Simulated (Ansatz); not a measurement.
Ti3SiC2:
```xyz
12
Lattice="3.0722 0.0000 0.0000 -1.5361 2.6606 0.0000 0.0000 0.0000 17.7275" Properties=species:S:1:pos:R:3 pbc="T T T"
Si     0.0000     0.0000     4.4319
Si     0.0000     0.0000    13.2956
C      0.0000     1.7737    10.1456
C      1.5361     0.8869     1.2819
C      0.0000     1.7737    16.4456
C      1.5361     0.8869     7.5819
Ti     0.0000     1.7737     2.3910
Ti     1.5361     0.8869    11.2548
Ti     0.0000     1.7737     6.4727
Ti     1.5361     0.8869    15.3364
Ti     0.0000     0.0000     0.0000
Ti     0.0000     0.0000     8.8637
```

Relaxed with PBE.

Q: Give the Bader charges and basin volumes of the independent atoms, plane-wave PAW PBE (Ansatz code).

A: 

```csv
atom,Bader charge (e),Bader volume (Å³)
Si1,-0.95,20.6
C3,-1.82,12.5
Ti7,+1.47,9.3
Ti11,+1.66,8.2
```

Space group P6_3/mmc. Symmetry was held in the PBE relaxation. The run is not spin-polarised.

Potentials: the later of the program's two PAW sets.
